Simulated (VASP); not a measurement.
# Sb (Fm-3m) in VASP: notebook, part 5 of 7

VASP 6.6.1. Earlier steps stand in the parts before.

## (73) Equation of state, r2SCAN, 27.47 Å³/atom

INCAR

```
SYSTEM = Sb
  PREC = Accurate
  ENCUT = 700
  EDIFF = 1E-6
  ISMEAR = 1
  SIGMA = 0.1
  LREAL = .FALSE.
  LASPH = .TRUE.
  NELM = 100
  ALGO = Normal
  ISIF = 2
  LWAVE = .FALSE.
  LCHARG = .FALSE.
  METAGGA = R2SCAN
  LMIXTAU = .TRUE.
  ADDGRID = .FALSE.
```

KPOINTS

```
regular mesh
0
G
  7 7 7
  0 0 0
```

POSCAR

```
Sb
1.0
    0.0000000000      2.3947216973      2.3947216973
    2.3947216973      0.0000000000      2.3947216973
    2.3947216973      2.3947216973      0.0000000000
Sb
1
Direct
    0.0000000000      0.0000000000      0.0000000000
```

Run with:

```sh
> cat potpaw_PBE.64/Sb/POTCAR > POTCAR
> mpirun -np 1 vasp_std > vasp.out
```

It took 15 s on 1 thread of Intel Xeon 6975P-C (Granite Rapids), shared host; peak memory 0.17 GiB.

These settings aren't checked as converged: the numbers below hold their error.

Results:

- Free energy: -25.2069 eV
- Pressure: -1.4 GPa
- Band gap on the k mesh: none (metal or under the smearing width)

Caveat: the PAW data sets were made with another functional, which shifts forces and pressure a little.

## (74) Equation of state, r2SCAN, 25.87 Å³/atom

INCAR: that of step 73 with these lines changed.

```diff
@@ -2,3 +2,3 @@
   PREC = Accurate
-  ENCUT = 700
+  ENCUT = 450
   EDIFF = 1E-6
```

KPOINTS

```
regular mesh
0
G
  9 9 9
  0 0 0
```

POSCAR

```
Sb
1.0
    0.0000000000      2.3472889392      2.3472889392
    2.3472889392      0.0000000000      2.3472889392
    2.3472889392      2.3472889392      0.0000000000
Sb
1
Direct
    0.0000000000      0.0000000000      0.0000000000
```

Run with:

```sh
> cat potpaw_PBE.64/Sb/POTCAR > POTCAR
> mpirun -np 1 vasp_std > vasp.out
```

Run time: 9.1 s. Hardware: 1 thread of Intel Xeon 6975P-C (Granite Rapids), shared host; peak memory 0.13 GiB.

The run converged, but some of its settings lie outside the range that counts as converged, so its numbers aren't taken as properties of the crystal.

Results:

```
Free energy            : -25.2062 eV
Pressure               : 3.5 GPa
Band gap on the k mesh : none (metal or under the smearing width)
```

Caveat: the PAW data sets were made with another functional, which shifts forces and pressure a little.

## (75) Equation of state, r2SCAN, 27.47 Å³/atom

INCAR is that of step 74.

KPOINTS is that of step 74.

POSCAR

```
Sb
1.0
    0.0000000000      2.3947216973      2.3947216973
    2.3947216973      0.0000000000      2.3947216973
    2.3947216973      2.3947216973      0.0000000000
Sb
1
Direct
    0.0000000000      0.0000000000      0.0000000000
```

Potentials or basis: VASP PAW PBE potentials, release 64 (Sb).

Run with:

```sh
> cat potpaw_PBE.64/Sb/POTCAR > POTCAR
> mpirun -np 1 vasp_std > vasp.out
```

It took 8.5 s on 1 thread of Intel Xeon 6975P-C (Granite Rapids), shared host; peak memory 0.14 GiB.

The run converged, but some of its settings lie outside the range that counts as converged, so its numbers aren't taken as properties of the crystal.

Results:

- Free energy: -25.2200 eV
- Pressure: -0.6 GPa
- Band gap on the k mesh: none (metal or under the smearing width)

Caveat: the PAW data sets were made with another functional, which shifts forces and pressure a little.

## (76) Equation of state, r2SCAN, 25.87 Å³/atom

INCAR: that of step 75 with these lines changed.

```diff
@@ -2,3 +2,3 @@
   PREC = Accurate
-  ENCUT = 450
+  ENCUT = 900
   EDIFF = 1E-6
```

KPOINTS

```
regular mesh
0
G
  7 7 7
  0 0 0
```

POSCAR

```
Sb
1.0
    0.0000000000      2.3472889392      2.3472889392
    2.3472889392      0.0000000000      2.3472889392
    2.3472889392      2.3472889392      0.0000000000
Sb
1
Direct
    0.0000000000      0.0000000000      0.0000000000
```

Run with:

```sh
> cat potpaw_PBE.64/Sb/POTCAR > POTCAR
> mpirun -np 1 vasp_std > vasp.out
```

Run time: 13 s. Hardware: 1 thread of Intel Xeon 6975P-C (Granite Rapids), shared host; peak memory 0.19 GiB.

These settings aren't checked as converged: the numbers below hold their error.

What came out:

```
Free energy            : -25.2070 eV
Pressure               : 1.6 GPa
Band gap on the k mesh : none (metal or under the smearing width)
```

Caveat: the PAW data sets were made with another functional, which shifts forces and pressure a little.

## (77) Equation of state, r2SCAN, 27.47 Å³/atom

INCAR is that of step 76.

KPOINTS is that of step 76.

POSCAR

```
Sb
1.0
    0.0000000000      2.3947216973      2.3947216973
    2.3947216973      0.0000000000      2.3947216973
    2.3947216973      2.3947216973      0.0000000000
Sb
1
Direct
    0.0000000000      0.0000000000      0.0000000000
```

Run with:

```sh
> cat potpaw_PBE.64/Sb/POTCAR > POTCAR
> mpirun -np 1 vasp_std > vasp.out
```

It took 19 s on 1 thread of Intel Xeon 6975P-C (Granite Rapids), shared host; peak memory 0.22 GiB.

These settings aren't checked as converged: the numbers below hold their error.

Results:

| Property | Result |
| --- | --- |
| Free energy | -25.2069 eV |
| Pressure | -1.4 GPa |
| Band gap on the k mesh | none (metal or under the smearing width) |

Caveat: the PAW data sets were made with another functional, which shifts forces and pressure a little.

## (78) Equation of state, r2SCAN, 25.87 Å³/atom

INCAR: that of step 77 with these lines changed.

```diff
@@ -2,3 +2,3 @@
   PREC = Accurate
-  ENCUT = 900
+  ENCUT = 550
   EDIFF = 1E-6
```

KPOINTS

```
regular mesh
0
G
  9 9 9
  0 0 0
```

POSCAR

```
Sb
1.0
    0.0000000000      2.3472889392      2.3472889392
    2.3472889392      0.0000000000      2.3472889392
    2.3472889392      2.3472889392      0.0000000000
Sb
1
Direct
    0.0000000000      0.0000000000      0.0000000000
```

Potentials or basis: VASP PAW PBE potentials, release 64 (Sb).

Run with:

```sh
> cat potpaw_PBE.64/Sb/POTCAR > POTCAR
> mpirun -np 1 vasp_std > vasp.out
```

Run time: 15 s. Hardware: 1 thread of Intel Xeon 6975P-C (Granite Rapids), shared host; peak memory 0.16 GiB.

These settings aren't checked as converged: the numbers below hold their error.

What came out:

| Quantity | Value |
| --- | --- |
| Free energy | -25.2064 eV |
| Pressure | 3.6 GPa |
| Band gap on the k mesh | none (metal or under the smearing width) |

Caveat: the PAW data sets were made with another functional, which shifts forces and pressure a little.

## (79) Equation of state, r2SCAN, 27.47 Å³/atom

INCAR is that of step 78.

KPOINTS is that of step 78.

POSCAR

```
Sb
1.0
    0.0000000000      2.3947216973      2.3947216973
    2.3947216973      0.0000000000      2.3947216973
    2.3947216973      2.3947216973      0.0000000000
Sb
1
Direct
    0.0000000000      0.0000000000      0.0000000000
```

Run with:

```sh
> cat potpaw_PBE.64/Sb/POTCAR > POTCAR
> mpirun -np 1 vasp_std > vasp.out
```

Wall time 18 s (1 thread of Intel Xeon 6975P-C (Granite Rapids), shared host); peak memory 0.16 GiB.

The run converged, but some of its settings lie outside the range that counts as converged, so its numbers aren't taken as properties of the crystal.

What came out:

| Property | Result |
| --- | --- |
| Free energy | -25.2201 eV |
| Pressure | -0.6 GPa |
| Band gap on the k mesh | none (metal or under the smearing width) |

Caveat: the PAW data sets were made with another functional, which shifts forces and pressure a little.

## (80) Equation of state, r2SCAN, 25.87 Å³/atom

INCAR: that of step 79 with these lines changed.

```diff
@@ -2,3 +2,3 @@
   PREC = Accurate
-  ENCUT = 550
+  ENCUT = 250
   EDIFF = 1E-6
```

KPOINTS

```
regular mesh
0
G
  15 15 15
  0 0 0
```

POSCAR

```
Sb
1.0
    0.0000000000      2.3472889392      2.3472889392
    2.3472889392      0.0000000000      2.3472889392
    2.3472889392      2.3472889392      0.0000000000
Sb
1
Direct
    0.0000000000      0.0000000000      0.0000000000
```

Run with:

```sh
> cat potpaw_PBE.64/Sb/POTCAR > POTCAR
> mpirun -np 1 vasp_std > vasp.out
```

Wall time 16 s (1 thread of Intel Xeon 6975P-C (Granite Rapids), shared host); peak memory 0.12 GiB.

The run converged, but some of its settings lie outside the range that counts as converged, so its numbers aren't taken as properties of the crystal.

Results:

```yaml
Free_energy: -25.2173 eV
Pressure: 3.3 GPa
Band_gap_on_the_k_mesh: none (metal or under the smearing width)
```

Caveat: the PAW data sets were made with another functional, which shifts forces and pressure a little.

## (81) Equation of state, r2SCAN, 27.47 Å³/atom

INCAR is that of step 80.

KPOINTS is that of step 80.

POSCAR

```
Sb
1.0
    0.0000000000      2.3947216973      2.3947216973
    2.3947216973      0.0000000000      2.3947216973
    2.3947216973      2.3947216973      0.0000000000
Sb
1
Direct
    0.0000000000      0.0000000000      0.0000000000
```

Potentials or basis: VASP PAW PBE potentials, release 64 (Sb).

Run with:

```sh
> cat potpaw_PBE.64/Sb/POTCAR > POTCAR
> mpirun -np 1 vasp_std > vasp.out
```

It took 15 s on 1 thread of Intel Xeon 6975P-C (Granite Rapids), shared host; peak memory 0.12 GiB.

These settings aren't checked as converged: the numbers below hold their error.

Results:

```
Free energy            : -25.2298 eV
Pressure               : -0.7 GPa
Band gap on the k mesh : none (metal or under the smearing width)
```

Caveat: the PAW data sets were made with another functional, which shifts forces and pressure a little.

## (82) Equation of state, r2SCAN, 25.87 Å³/atom

INCAR: that of step 81 with these lines changed.

```diff
@@ -2,3 +2,3 @@
   PREC = Accurate
-  ENCUT = 250
+  ENCUT = 300
   EDIFF = 1E-6
```

KPOINTS is that of step 81.

POSCAR

```
Sb
1.0
    0.0000000000      2.3472889392      2.3472889392
    2.3472889392      0.0000000000      2.3472889392
    2.3472889392      2.3472889392      0.0000000000
Sb
1
Direct
    0.0000000000      0.0000000000      0.0000000000
```

Run with:

```sh
> cat potpaw_PBE.64/Sb/POTCAR > POTCAR
> mpirun -np 1 vasp_std > vasp.out
```

Wall time 19 s (1 thread of Intel Xeon 6975P-C (Granite Rapids), shared host); peak memory 0.12 GiB.

The run converged, but some of its settings lie outside the range that counts as converged, so its numbers aren't taken as properties of the crystal.

What came out:

```yaml
Free_energy: -25.2188 eV
Pressure: 3.3 GPa
Band_gap_on_the_k_mesh: none (metal or under the smearing width)
```

Caveat: the PAW data sets were made with another functional, which shifts forces and pressure a little.

## (83) Equation of state, r2SCAN, 27.47 Å³/atom

INCAR is that of step 82.

KPOINTS is that of step 82.

POSCAR

```
Sb
1.0
    0.0000000000      2.3947216973      2.3947216973
    2.3947216973      0.0000000000      2.3947216973
    2.3947216973      2.3947216973      0.0000000000
Sb
1
Direct
    0.0000000000      0.0000000000      0.0000000000
```

Run with:

```sh
> cat potpaw_PBE.64/Sb/POTCAR > POTCAR
> mpirun -np 1 vasp_std > vasp.out
```

Run time: 19 s. Hardware: 1 thread of Intel Xeon 6975P-C (Granite Rapids), shared host; peak memory 0.12 GiB.

The run converged, but some of its settings lie outside the range that counts as converged, so its numbers aren't taken as properties of the crystal.

What came out:

| Item | Value |
| --- | --- |
| Free energy | -25.2310 eV |
| Pressure | -0.7 GPa |
| Band gap on the k mesh | none (metal or under the smearing width) |

Caveat: the PAW data sets were made with another functional, which shifts forces and pressure a little.

## (84) Equation of state, r2SCAN, 25.87 Å³/atom

INCAR: that of step 83 with these lines changed.

```diff
@@ -2,3 +2,3 @@
   PREC = Accurate
-  ENCUT = 300
+  ENCUT = 350
   EDIFF = 1E-6
```

KPOINTS is that of step 83.

POSCAR

```
Sb
1.0
    0.0000000000      2.3472889392      2.3472889392
    2.3472889392      0.0000000000      2.3472889392
    2.3472889392      2.3472889392      0.0000000000
Sb
1
Direct
    0.0000000000      0.0000000000      0.0000000000
```

Potentials or basis: VASP PAW PBE potentials, release 64 (Sb).

Run with:

```sh
> cat potpaw_PBE.64/Sb/POTCAR > POTCAR
> mpirun -np 1 vasp_std > vasp.out
```

It took 20 s on 1 thread of Intel Xeon 6975P-C (Granite Rapids), shared host; peak memory 0.12 GiB.

The run converged, but some of its settings lie outside the range that counts as converged, so its numbers aren't taken as properties of the crystal.

What came out:

| Property | Result |
| --- | --- |
| Free energy | -25.2195 eV |
| Pressure | 3.3 GPa |
| Band gap on the k mesh | none (metal or under the smearing width) |

Caveat: the PAW data sets were made with another functional, which shifts forces and pressure a little.

## (85) Equation of state, r2SCAN, 27.47 Å³/atom

INCAR is that of step 84.

KPOINTS is that of step 84.

POSCAR

```
Sb
1.0
    0.0000000000      2.3947216973      2.3947216973
    2.3947216973      0.0000000000      2.3947216973
    2.3947216973      2.3947216973      0.0000000000
Sb
1
Direct
    0.0000000000      0.0000000000      0.0000000000
```

Run with:

```sh
> cat potpaw_PBE.64/Sb/POTCAR > POTCAR
> mpirun -np 1 vasp_std > vasp.out
```

It took 19 s on 1 thread of Intel Xeon 6975P-C (Granite Rapids), shared host; peak memory 0.14 GiB.

These settings aren't checked as converged: the numbers below hold their error.

Results:

```
Free energy            : -25.2317 eV
Pressure               : -0.7 GPa
Band gap on the k mesh : none (metal or under the smearing width)
```

Caveat: the PAW data sets were made with another functional, which shifts forces and pressure a little.

## (86) Equation of state, r2SCAN, 25.87 Å³/atom

INCAR: that of step 85 with these lines changed.

```diff
@@ -2,3 +2,3 @@
   PREC = Accurate
-  ENCUT = 350
+  ENCUT = 450
   EDIFF = 1E-6
```

KPOINTS is that of step 85.

POSCAR

```
Sb
1.0
    0.0000000000      2.3472889392      2.3472889392
    2.3472889392      0.0000000000      2.3472889392
    2.3472889392      2.3472889392      0.0000000000
Sb
1
Direct
    0.0000000000      0.0000000000      0.0000000000
```

Run with:

```sh
> cat potpaw_PBE.64/Sb/POTCAR > POTCAR
> mpirun -np 1 vasp_std > vasp.out
```

It took 21 s on 1 thread of Intel Xeon 6975P-C (Granite Rapids), shared host; peak memory 0.15 GiB.

The run converged, but some of its settings lie outside the range that counts as converged, so its numbers aren't taken as properties of the crystal.

Results:

```
Free energy            : -25.2205 eV
Pressure               : 3.3 GPa
Band gap on the k mesh : none (metal or under the smearing width)
```

Caveat: the PAW data sets were made with another functional, which shifts forces and pressure a little.

## (87) Equation of state, r2SCAN, 27.47 Å³/atom

INCAR is that of step 86.

KPOINTS is that of step 86.

POSCAR

```
Sb
1.0
    0.0000000000      2.3947216973      2.3947216973
    2.3947216973      0.0000000000      2.3947216973
    2.3947216973      2.3947216973      0.0000000000
Sb
1
Direct
    0.0000000000      0.0000000000      0.0000000000
```

Potentials or basis: VASP PAW PBE potentials, release 64 (Sb).

Run with:

```sh
> cat potpaw_PBE.64/Sb/POTCAR > POTCAR
> mpirun -np 1 vasp_std > vasp.out
```

It took 20 s on 1 thread of Intel Xeon 6975P-C (Granite Rapids), shared host; peak memory 0.15 GiB.

These settings aren't checked as converged: the numbers below hold their error.

Results:

| Property | Result |
| --- | --- |
| Free energy | -25.2326 eV |
| Pressure | -0.7 GPa |
| Band gap on the k mesh | none (metal or under the smearing width) |

Caveat: the PAW data sets were made with another functional, which shifts forces and pressure a little.

## (88) Equation of state, r2SCAN, 25.87 Å³/atom

INCAR: that of step 87 with these lines changed.

```diff
@@ -5,3 +5,3 @@
   ISMEAR = 1
-  SIGMA = 0.1
+  SIGMA = 0.4
   LREAL = .FALSE.
```

KPOINTS is that of step 87.

POSCAR

```
Sb
1.0
    0.0000000000      2.3472889392      2.3472889392
    2.3472889392      0.0000000000      2.3472889392
    2.3472889392      2.3472889392      0.0000000000
Sb
1
Direct
    0.0000000000      0.0000000000      0.0000000000
```

Run with:

```sh
> cat potpaw_PBE.64/Sb/POTCAR > POTCAR
> mpirun -np 1 vasp_std > vasp.out
```

Run time: 20 s. Hardware: 1 thread of Intel Xeon 6975P-C (Granite Rapids), shared host; peak memory 0.15 GiB.

The run converged, but some of its settings lie outside the range that counts as converged, so its numbers aren't taken as properties of the crystal.

What came out:

* Free energy: -25.2197 eV
* Pressure: 3.3 GPa
* Band gap on the k mesh: none (metal or under the smearing width)

Caveat: the PAW data sets were made with another functional, which shifts forces and pressure a little.

## (89) Equation of state, r2SCAN, 27.47 Å³/atom

INCAR is that of step 88.

KPOINTS is that of step 88.

POSCAR

```
Sb
1.0
    0.0000000000      2.3947216973      2.3947216973
    2.3947216973      0.0000000000      2.3947216973
    2.3947216973      2.3947216973      0.0000000000
Sb
1
Direct
    0.0000000000      0.0000000000      0.0000000000
```

Run with:

```sh
> cat potpaw_PBE.64/Sb/POTCAR > POTCAR
> mpirun -np 1 vasp_std > vasp.out
```

It took 20 s on 1 thread of Intel Xeon 6975P-C (Granite Rapids), shared host; peak memory 0.14 GiB.

These settings aren't checked as converged: the numbers below hold their error.

Results:

```yaml
Free_energy: -25.2312 eV
Pressure: -0.8 GPa
Band_gap_on_the_k_mesh: none (metal or under the smearing width)
```

Caveat: the PAW data sets were made with another functional, which shifts forces and pressure a little.

## (90) Equation of state, r2SCAN, 25.87 Å³/atom

INCAR: that of step 89 with these lines changed.

```diff
@@ -5,3 +5,3 @@
   ISMEAR = 1
-  SIGMA = 0.4
+  SIGMA = 0.2
   LREAL = .FALSE.
```

KPOINTS is that of step 89.

POSCAR

```
Sb
1.0
    0.0000000000      2.3472889392      2.3472889392
    2.3472889392      0.0000000000      2.3472889392
    2.3472889392      2.3472889392      0.0000000000
Sb
1
Direct
    0.0000000000      0.0000000000      0.0000000000
```

Potentials or basis: VASP PAW PBE potentials, release 64 (Sb).

Run with:

```sh
> cat potpaw_PBE.64/Sb/POTCAR > POTCAR
> mpirun -np 1 vasp_std > vasp.out
```

Wall time 21 s (1 thread of Intel Xeon 6975P-C (Granite Rapids), shared host); peak memory 0.15 GiB.

The run converged, but some of its settings lie outside the range that counts as converged, so its numbers aren't taken as properties of the crystal.

What came out:

```yaml
Free_energy: -25.2208 eV
Pressure: 3.3 GPa
Band_gap_on_the_k_mesh: none (metal or under the smearing width)
```

Caveat: the PAW data sets were made with another functional, which shifts forces and pressure a little.

## (91) Equation of state, r2SCAN, 27.47 Å³/atom

INCAR is that of step 90.

KPOINTS is that of step 90.

POSCAR

```
Sb
1.0
    0.0000000000      2.3947216973      2.3947216973
    2.3947216973      0.0000000000      2.3947216973
    2.3947216973      2.3947216973      0.0000000000
Sb
1
Direct
    0.0000000000      0.0000000000      0.0000000000
```

Run with:

```sh
> cat potpaw_PBE.64/Sb/POTCAR > POTCAR
> mpirun -np 1 vasp_std > vasp.out
```

Run time: 20 s. Hardware: 1 thread of Intel Xeon 6975P-C (Granite Rapids), shared host; peak memory 0.15 GiB.

These settings aren't checked as converged: the numbers below hold their error.

What came out:

* Free energy: -25.2327 eV
* Pressure: -0.7 GPa
* Band gap on the k mesh: none (metal or under the smearing width)

Caveat: the PAW data sets were made with another functional, which shifts forces and pressure a little.

## (92) Equation of state, r2SCAN, 25.87 Å³/atom

INCAR: that of step 91 with these lines changed.

```diff
@@ -5,3 +5,3 @@
   ISMEAR = 1
-  SIGMA = 0.2
+  SIGMA = 0.05
   LREAL = .FALSE.
```

KPOINTS is that of step 91.

POSCAR

```
Sb
1.0
    0.0000000000      2.3472889392      2.3472889392
    2.3472889392      0.0000000000      2.3472889392
    2.3472889392      2.3472889392      0.0000000000
Sb
1
Direct
    0.0000000000      0.0000000000      0.0000000000
```

Run with:

```sh
> cat potpaw_PBE.64/Sb/POTCAR > POTCAR
> mpirun -np 1 vasp_std > vasp.out
```

Run time: 19 s. Hardware: 1 thread of Intel Xeon 6975P-C (Granite Rapids), shared host; peak memory 0.15 GiB.

These settings aren't checked as converged: the numbers below hold their error.

Results:

```
Free energy            : -25.2204 eV
Pressure               : 3.2 GPa
Band gap on the k mesh : none (metal or under the smearing width)
```

Caveat: the PAW data sets were made with another functional, which shifts forces and pressure a little.

## (93) Equation of state, r2SCAN, 27.47 Å³/atom

INCAR is that of step 92.

KPOINTS is that of step 92.

POSCAR

```
Sb
1.0
    0.0000000000      2.3947216973      2.3947216973
    2.3947216973      0.0000000000      2.3947216973
    2.3947216973      2.3947216973      0.0000000000
Sb
1
Direct
    0.0000000000      0.0000000000      0.0000000000
```

Potentials or basis: VASP PAW PBE potentials, release 64 (Sb).

Run with:

```sh
> cat potpaw_PBE.64/Sb/POTCAR > POTCAR
> mpirun -np 1 vasp_std > vasp.out
```

It took 20 s on 1 thread of Intel Xeon 6975P-C (Granite Rapids), shared host; peak memory 0.15 GiB.

These settings aren't checked as converged: the numbers below hold their error.

Results:

| Quantity | Value |
| --- | --- |
| Free energy | -25.2325 eV |
| Pressure | -0.7 GPa |
| Band gap on the k mesh | none (metal or under the smearing width) |

Caveat: the PAW data sets were made with another functional, which shifts forces and pressure a little.

(Continued in part 6 of 7.)
